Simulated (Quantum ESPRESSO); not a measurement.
Crystal: Co.

```
Co
1.0
     2.47200    0.00000    0.00000
    -1.23600    2.14081    0.00000
     0.00000    0.00000    4.02114
Co
2
Direct
  0.66667 0.33333 0.75000
  0.33333 0.66667 0.25000
```

* Program: Quantum ESPRESSO 7.5
* Task: relaxation of cell and atoms
* Functional: PBEsol
* Dispersion: D3
* Potentials or basis: GBRV 1.5 PBEsol
* Cutoff: 762 eV
* Density cutoff: 6095 eV
* k mesh: 8 × 8 × 5
* Occupations: fermi-dirac, width 0.05 eV
* Spin: collinear spin, ferromagnetic start
* Starting moments: [2.0, 2.0] μB

At the start: pressure -9.2 GPa; volume 10.64 Å³/atom.

Problem. How do energy, volume and symmetry change on relaxing?

Solution. Over 19 steps the energy falls by 11.9 meV/atom and the volume is 10.24 Å³/atom (-3.7 %); space group P6_3/mmc (No. 194, to 0.05 Å); moment 3.30 μB per cell.

The path:
| step | energy change (eV) | largest force (eV/Å) | pressure (GPa) | volume (Å³) |
| --- | --- | --- | --- | --- |
| 1 | 0.0000 | 0.0000 | -9.19 | 21.28 |
| 2 | -0.0098 | 0.0000 | -7.16 | 21.09 |
| 3 | -0.0208 | 0.0000 | -3.33 | 20.75 |
| 4 | -0.0230 | 0.0000 | 1.59 | 20.35 |
| 5 | -0.0231 | 0.0000 | 1.49 | 20.36 |
| 6 | -0.0232 | 0.0000 | 1.29 | 20.37 |
| 7 | -0.0235 | 0.0000 | 1.01 | 20.39 |
| 8 | -0.0236 | 0.0000 | 0.67 | 20.42 |
| 9 | -0.0238 | 0.0000 | 0.29 | 20.45 |
| 10 | -0.0239 | 0.0000 | -0.10 | 20.48 |
| 11 | -0.0239 | 0.0000 | -0.42 | 20.50 |
| 12 | -0.0239 | 0.0000 | -0.41 | 20.50 |
| 13 | -0.0239 | 0.0000 | -0.40 | 20.50 |
| 14 | -0.0239 | 0.0000 | -0.38 | 20.50 |
| 15 | -0.0239 | 0.0000 | -0.36 | 20.50 |
| 16 | -0.0239 | 0.0000 | -0.33 | 20.49 |
| 17 | -0.0239 | 0.0000 | -0.29 | 20.49 |
| 18 | -0.0239 | 0.0000 | -0.25 | 20.49 |
| 19 | -0.0239 | 0.0000 | -0.20 | 20.49 |

Final structure:
```
CELL_PARAMETERS angstrom
2.44629 0.00000 0.00000
-1.22315 2.11855 0.00000
0.00000 0.00000 3.95268
ATOMIC_POSITIONS crystal
Co 0.66667 0.33333 0.75000
Co 0.33333 0.66667 0.25000
```

Caveat: the k mesh is coarse (spacing up to 0.37 Å⁻¹), so the values aren't converged; pairwise dispersion overbinds metals, which lowers pressure and volume.
